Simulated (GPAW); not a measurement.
Crystal: MnO.

```
CELL_PARAMETERS angstrom
0.00000 2.22391 2.22391
2.22391 0.00000 2.22391
2.22391 2.22391 0.00000
ATOMIC_POSITIONS crystal
Mn 0.00000 0.00000 0.00000
O 0.50000 0.50000 0.50000
```

The cell is a database's computed one.

Base run:

- Program: GPAW 26.7.0
- Functional: PBEsol
- Potentials or basis: PAW data sets generated in the run's folder for this functional
- Cutoff: 800 eV
- Basis: pw
- k mesh: 10 × 10 × 10
- Occupations: fermi-dirac, width 0.05 eV
- Spin: collinear spin, ferromagnetic start
- Starting moments: [4.0, 0.0] μB
- Hubbard terms: Mn d U = 8 eV

Its results: pressure 6.1 GPa; net moment 5.00 μB per cell; site moments Mn +4.62; O +0.08 μB.

**Question.** The run is repeated on the same cell with these changes: hubbard terms from Mn d U = 8 eV to Mn d U = 1 eV. What comes out?

**Answer.** Pressure -0.4 GPa; net moment 4.93 μB per cell; site moments Mn +4.38; O +0.17 μB.

Caveats: a cell with one magnetic atom can't hold antiferromagnetic order, which such compounds often take.
